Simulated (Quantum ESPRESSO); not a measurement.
# Ag under changes of volume

One of the cells (17.048 Å³/atom); the others are scaled copies at fixed shape and fractional positions:

```
CELL_PARAMETERS angstrom
0.00000 2.04275 2.04275
2.04275 0.00000 2.04275
2.04275 2.04275 0.00000
ATOMIC_POSITIONS crystal
Ag 0.00000 0.00000 0.00000
```

* Program: Quantum ESPRESSO 7.5
* Functional: LDA
* Potentials or basis: GBRV 1.5 LDA
* Cutoff: 612 eV
* Density cutoff: 4898 eV
* k mesh: 11 × 11 × 11
* Occupations: fermi-dirac, width 0.05 eV
* Spin: no spin polarisation

```tsv
volume (Å³/atom)	energy over the lowest point (meV/atom)	pressure (GPa)
16.025	0.00	-1.3
16.366	3.19	-4.1
16.707	11.83	-6.5
17.048	?	?
17.389	43.08	-10.3
17.730	64.22	-11.8
18.071	88.45	-13.1
```

What does the run at 17.048 Å³/atom give?

Energy over the lowest point 25.36 meV/atom; pressure -8.5 GPa.

Worked out: A Birch-Murnaghan fit of order 3 (a polynomial in V^(-2/3)) to the other rows has its minimum at 16.02 Å³/atom, just outside them, with B0 = V·E''(V) = 143 GPa and B' = 5.9. It gives 25.40 meV/atom at 17.048 Å³/atom, against the run's 25.36, and -dE/dV = -7.4 GPa, against -8.5.

Energies are extrapolated to zero smearing.
